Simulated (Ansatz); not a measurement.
## BaTiO3: energy less free atoms and pressure as volume per atom varies

Periodic Kohn-Sham DFT of a crystal at fixed atoms; pressure and stress are positive in compression; the energy is the free energy less that of spherical unpolarised free atoms; site moments are those in the method's own spheres, positive along +z. The results are calculated, by Ansatz 0.2.0.

Cell of the first row (space group R3m, No. 160):
```
BaTiO3
1.0
      2.7699     1.5992     2.2704
     -2.7699     1.5992     2.2704
      0.0000    -3.1985     2.2704
Ba Ti O
1 1 3
Direct
  0.00000 0.00000 0.00000
  0.51400 0.51400 0.51400
  0.49160 0.49160 0.98150
  0.49160 0.98150 0.49160
  0.98150 0.49160 0.49160
```

Settings of every row: method all-electron LAPW; functional LDA; relativity scalar; k mesh 9x9x9; filling fermi-dirac; smearing width 0.05 eV; basis error target 1 meV/atom; nucleus gaussian.

Atom start moment: 0 on all atoms.

Limits: no spin-orbit coupling on heavy atoms.

```csv
row,volume per atom (Å³),energy less free atoms (eV/atom),pressure (GPa)
1,12.069,-8.6831,5.556
2,12.326,-8.6885,1.277
3,12.582,?,?
4,12.711,-8.6846,-4.303
5,12.839,-8.6805,-5.963
6,12.968,-8.6751,-7.531
7,13.096,-8.6685,-9.013
8,13.353,-8.6518,-11.736
9,13.61,-8.631,-14.165
```

Question: what energy less free atoms and pressure should row 3 give?

Worked fit of energy less free atoms. Take u = (V_r/V)^(2/3) − 1 with V_r = 12.904 Å³ an atom, which is twice the finite (Eulerian) strain; such expansions in the strain, on which the Birch-Murnaghan equation of state is built, carry the rest volume and the bulk modulus. The shown rows have u = 0.04561, 0.03102, 0.0101, 0.00337, -0.00329, -0.0098, -0.02254, -0.03489. Least squares give energy less free atoms = −8.67794 − 0.8165 × u + 15.27 × u² + 3.2 × u³ eV/atom; a parabola predicts inner rows, each left out in turn, worse (root mean square 5.6e-05 against 3.5e-05 eV/atom). All shown rows lie on it to the printed digit. Its lowest point lies at u = 0.0265, or V = 12.41 Å³ an atom, and the curvature there gives the bulk modulus at fixed shape and fractions, B = (4/9)(1 + u)² E″(u)/V = 188 GPa. Letting shape and atoms relax would as a rule lower it, by much in layered, chain or molecular crystals. The withheld row has u = 0.01699, so the fit gives −8.67794 − 0.8165 × (0.01699) + 15.27 × (0.01699)² + 3.2 × (0.01699)³ = -8.6874 eV/atom.

The calculation gave -8.6874 eV/atom. The fit meets it to the printed digit.

Worked fit of pressure. Take u = (V_r/V)^(2/3) − 1 with V_r = 12.904 Å³ an atom, which is twice the finite (Eulerian) strain; such expansions in the strain, on which the Birch-Murnaghan equation of state is built, carry the rest volume and the bulk modulus. The shown rows have u = 0.04561, 0.03102, 0.0101, 0.00337, -0.00329, -0.0098, -0.02254, -0.03489. Least squares give pressure = −6.764 + 236.483 × u + 715.58 × u² + 488 × u³ GPa; a parabola predicts inner rows, each left out in turn, worse (root mean square 0.0082 against 0.0037 GPa). The rows lie off it by -0.001, 0.002, -0.001, -0.004, 0.003, 0.000, 0.000, 0.000. The pressure vanishes at u = 0.0264, or V = 12.41 Å³ an atom, and there the bulk modulus at fixed shape and fractions is B = −V dP/dV = (2/3)(1 + u) dP/du = 188 GPa. Letting shape and atoms relax would as a rule lower it, by much in layered, chain or molecular crystals. The withheld row has u = 0.01699, so the fit gives −6.764 + 236.483 × (0.01699) + 715.58 × (0.01699)² + 488 × (0.01699)³ = -2.537 GPa.

The calculation gave -2.547 GPa. The fit lies 0.010 GPa (0.051 % of the column's range) above it; its largest miss of a shown row is 0.004 GPa.
